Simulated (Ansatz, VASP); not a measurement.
GaP: VASP beside Ansatz

```
CELL_PARAMETERS angstrom
0.00000 2.69565 2.69565
2.69565 0.00000 2.69565
2.69565 2.69565 0.00000
ATOMIC_POSITIONS crystal
Ga 0.00000 0.00000 0.00000
P 0.75000 0.75000 0.75000
```

Alike in both runs: functional LDA; k mesh 8 × 8 × 8; no spin polarisation.

Ansatz relaxed the structure, and its values are those at the end. VASP's run is a single point on that final structure, the one shown.

```csv
,VASP,Ansatz
version,VASP 6.6.1,Ansatz 0.2.0
potentials or method,"VASP PAW LDA potentials, release 64 (Ga_d, P)","scalar-relativistic, plane waves, PAW"
plane-wave cutoff (eV),520,420
occupations,"gaussian, width 0.01 eV",fixed
valence electrons in the cell,18,18
```

Ansatz gave:

- gap on the k mesh at the Fermi level (eV): 1.43
- least direct gap on the mesh (eV): 1.88
- pressure (GPa): 0.0

What did VASP give for the same quantities?

gap on the k mesh at the Fermi level (eV): 1.43; least direct gap on the mesh (eV): 1.91; pressure (GPa): 0.1.

A k mesh can miss the band edges.
